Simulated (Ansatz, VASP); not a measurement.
# Two plane-wave programs on Y

```xyz
2
Lattice="3.6474 0.0000 0.0000 -1.8237 3.1587 0.0000 0.0000 0.0000 5.6160" Properties=species:S:1:pos:R:3 pbc="T T T"
Y     1.8237    1.0529    4.2120
Y     0.0000    2.1058    1.4040
```

Alike in both runs: task single point; functional PBE; k mesh 7 × 7 × 4; occupations fermi-dirac, width 0.05 eV; no spin polarisation.

|  | VASP | Ansatz |
| --- | --- | --- |
| version | VASP 6.6.1 | Ansatz 0.2.0 |
| potentials or method | VASP PAW PBE potentials, release 64 (Y_sv) | Ansatz PAW |
| plane-wave cutoff (eV) | 520 | 420 |
| valence electrons in the cell | 22 | 22 |

VASP gave:

```
gap on the k mesh at the Fermi level (eV)       : none
pressure (GPa)                                  : 0.7
largest component of the traceless stress (GPa) : 0.23
```

Question: Estimate Ansatz's values.

Answer: gap on the k mesh at the Fermi level (eV): none; pressure (GPa): 0.8; largest component of the traceless stress (GPa): 0.23.

A gap of «none» marks a metal or a gap that the smearing closes.
